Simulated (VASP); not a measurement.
# InP: relaxation of cell and atoms with LDA

The system is InP.

```
In P
1.0
     0.00000    2.91425    2.91425
     2.91425    0.00000    2.91425
     2.91425    2.91425    0.00000
In P
1 1
Direct
  0.00000 0.00000 0.00000
  0.25000 0.25000 0.25000
```

```json
{"Program": "VASP 6.6.1", "Task": "relaxation of cell and atoms", "Functional": "LDA", "Potentials or basis": "VASP PAW LDA potentials, release 64 (In_d, P)", "Cutoff": "600 eV", "k mesh": "8 × 8 × 8", "Occupations": "gaussian, width 0.03 eV", "Spin": "no spin polarisation", "Further INCAR settings": "ALGO = Normal; EDIFF = 1e-07; IBRION = 2; EDIFFG = -0.005; NSW = 90; ISIF = 3"}
```

```
Pressure after relaxing : 0.0 GPa
Band gap on the k mesh  : 0.60 eV, direct
```

Final structure:
```
In P
1.0
     0.00000    2.91425    2.91425
     2.91425    0.00000    2.91425
     2.91425    2.91425    0.00000
In P
1 1
Cartesian
  0.0000 0.0000 0.0000
  1.4571 1.4571 1.4571
```

Levels at points of the mesh, in eV from the valence-band top:
| k point | band 6 | band 7 | band 8 | band 9 | band 10 | band 11 | band 12 | band 13 |
| --- | --- | --- | --- | --- | --- | --- | --- | --- |
| (0.00, 0.00, 0.00) | -11.66 | 0.00 | 0.00 | 0.00 | 0.60 | 3.96 | 3.96 | 3.96 |
| (0.50, 0.00, 0.00) | -9.85 | -5.92 | -1.02 | -1.02 | 1.37 | 4.70 | 4.70 | 6.93 |
| (0.50, 0.50, 0.00) | -9.16 | -5.93 | -2.42 | -2.42 | 1.57 | 2.12 | 9.10 | 9.54 |

Run time: 13 s on 1 thread of Intel(R) Xeon(R) Platinum 8488C (Sapphire Rapids), with other jobs on the host, peak memory 0.17 GiB.

Caveat: the relaxation stopped at its first step, so nothing moved; spin-orbit coupling is left out, which moves the levels of the heavy elements. As with any semilocal functional, this LDA gap is likely too small.
